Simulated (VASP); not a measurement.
A run of VASP 6.6.1 is set up as follows.

INCAR

```
ALGO = Normal ; EDIFF = 1E-7
ENCUT = 520 ; GGA = PS
ISIF = 2 ; ISMEAR = 0
LASPH = True ; LCHARG = True
LELF = True ; LREAL = False
LVHAR = True ; LWAVE = False
NBANDS = 11 ; NELM = 100
PREC = Accurate ; SIGMA = 0.02
```

The input KPOINTS:

```
k-points
0
Gamma
  10 10 10
```

POSCAR

```
Si
1.0
    0.0000000000      2.7167281890      2.7167281890
    2.7167281890      0.0000000000      2.7167281890
    2.7167281890      2.7167281890      0.0000000000
Si
2
Direct
    0.0000000000      0.0000000000      0.0000000000
    0.2500000000      0.2500000000      0.2500000000
```

Potentials or basis: VASP PAW PBE potentials, release 64 (Si).

Launch:

```console
$ cat potpaw_PBE.64/Si/POTCAR > POTCAR
$ mpirun -np 1 vasp_std > vasp.out
```

Estimate the band gap on the k mesh.

0.47 eV, indirect (least direct gap 2.52 eV).

Predict the pressure.

0.1 GPa.

Caveat: the PAW data sets were made with another functional, which shifts forces and pressure a little. A k mesh can miss the band edges.
